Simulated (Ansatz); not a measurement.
CaF₂ (fluorite)

```
CELL_PARAMETERS angstrom
      0.00000     5.43914     5.43914
      2.71957     2.71957     5.43914
      2.71957     2.71957     0.00000
ATOMIC_POSITIONS crystal
  Ca 0.00000 0.00000 0.00000
  Ca 0.50000 0.00000 0.00000
  F  0.00000 0.25000 0.25000
  F  0.50000 0.25000 0.25000
  F  0.00000 0.75000 0.75000
  F  0.50000 0.75000 0.75000
```

The atoms are displaced by Q × the pattern below (from a DFPT mode at X = (0.5, 0.5, 0.0), largest move 1; Q in Å), at fixed cell. It is one choice among 2 degenerate patterns. (q is in reciprocal vectors of the primitive cell; the cell shown is doubled to hold the pattern.)

| atom | x | y | z |
|---|---|---|---|
| Ca1 | -0.235 | 0.000 | 0.000 |
| Ca2 | 0.235 | 0.000 | 0.000 |
| F3 | 0.000 | 1.000 | 0.000 |
| F4 | 0.000 | -1.000 | 0.000 |
| F5 | 0.000 | 1.000 | 0.000 |
| F6 | 0.000 | -1.000 | 0.000 |

These are r2SCAN (plane waves to 500 eV, PAW, scalar-relativistic; Ansatz, a program for electronic structure) values and carry that method's errors. k mesh 11×11×11 (Γ-centred), Fermi-Dirac smearing 0.05 eV. Energies are smeared free energies. CaF2 was relaxed with its symmetry unable to fall. The zero of ΔE is the undisplaced structure.

```csv
Q (Å),ΔE (meV/cell)
-0.180,592
-0.120,253
-0.060,62
0.000,0
0.060,62
0.120,253
0.180,592
```

Task: Which DFPT wavenumber at X = (0.5, 0.5, 0.0) belongs to this mode?
A) 396 cm⁻¹
B) 143 cm⁻¹
C) 339 cm⁻¹

Result: C, 339 cm⁻¹. The curvature of the scan gives 339 cm⁻¹

(For displaced atoms, the force is minus the slope of the energy, and its curvature is a force constant, which sets phonon frequencies.)
